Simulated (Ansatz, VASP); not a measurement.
# One calculation of GaN, two programs

```
Ga N
1.0
     0.00000    2.25350    2.25350
     2.25350    0.00000    2.25350
     2.25350    2.25350    0.00000
Ga N
1 1
Direct
  0.00000 0.00000 0.00000
  0.25000 0.25000 0.25000
```

The cell is a database's computed one.

Alike in both runs: task single point; functional BLYP; dispersion D3(BJ); k mesh 10 × 10 × 10; occupations fermi-dirac, width 0.05 eV; no spin polarisation.

|  | VASP | Ansatz |
| --- | --- | --- |
| version | VASP 6.6.1 | Ansatz 0.2.0 |
| potentials or method | VASP PAW PBE potentials, release 64 (Ga_d, N) | Ansatz PAW |
| plane-wave cutoff (eV) | 520 | 420 |
| valence electrons in the cell | 18 | 18 |

VASP gave:

- gap on the k mesh at the Fermi level (eV): 1.81
- least direct gap on the mesh (eV): 1.81
- pressure (GPa): 3.8
- dispersion energy (meV/atom): -560.1

Task: Estimate Ansatz's values.

Result: gap on the k mesh at the Fermi level (eV): 1.82; least direct gap on the mesh (eV): 1.82; pressure (GPa): 2.4; dispersion energy (meV/atom): -560.2.

Caveats: the PAW data sets were made with another functional, which shifts forces and pressure a little (VASP); the pressure holds a Pulay correction of +0.6 GPa for the finite cutoff (Ansatz); the PAW data sets come from PBE, with cores solved anew for the run's functional, which leaves a small shift of forces and pressure (Ansatz). BLYP gaps usually lie below the measured ones, often by a third to a half.
